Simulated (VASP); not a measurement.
Runs of VASP 6.6.1 on Pb. Symmetry: Fm-3m, No. 225, cubic system. The conventional cell has a = 4.950 Å, b = 4.950 Å, c = 4.950 Å, α = 90.00°, β = 90.00°, γ = 90.00°. Pb (site symmetry m-3m) is surrounded by 12 Pb at 3.50 Å. 

```tsv
task	level	cell	k mesh	cutoff (eV)	smearing	grid for exact exchange (PRECFOCK)	screening parameter	mesh quality	gap on the mesh (eV)	pressure (GPa)	relaxed volume (Å³/atom)
single point	PBE	as given	9 × 9 × 9	520	gaussian 0.017 eV	-	-	not flagged	none	2.2	-
relaxation of cell and atoms	HSEsol	relaxed	5 × 5 × 5	600	fermi-dirac 0.05 eV	Normal	-	coarse	none	0.0	29.55
single point	PBE	as given	9 × 9 × 9	520	gaussian 0.019 eV	-	-	not flagged	none	2.2	-
relaxation of cell and atoms	HSE06	relaxed	5 × 5 × 5	600	fermi-dirac 0.05 eV	Fast	0.2 1/A	coarse	none	0.0	30.67
band structure	HSEsol	as given	5 × 5 × 5	520	fermi-dirac 0.05 eV	Normal	-	coarse	-	(a)	-
```

Alike in all rows: potentials or basis VASP PAW PBE potentials, release 64 (Pb_d); no spin polarisation.

Task: Fill in the values left out.

Result: (a) -1.5.

Caveats: some runs use coarse meshes; the PAW data sets were made with another functional, which shifts forces and pressure a little (some runs); spin-orbit coupling is left out, which moves the levels of the heavy elements (some runs).

A k mesh can miss the band edges, and the runs leave out spin-orbit coupling on Pb.

A gap of «none» marks a metal or a gap under the smearing width.
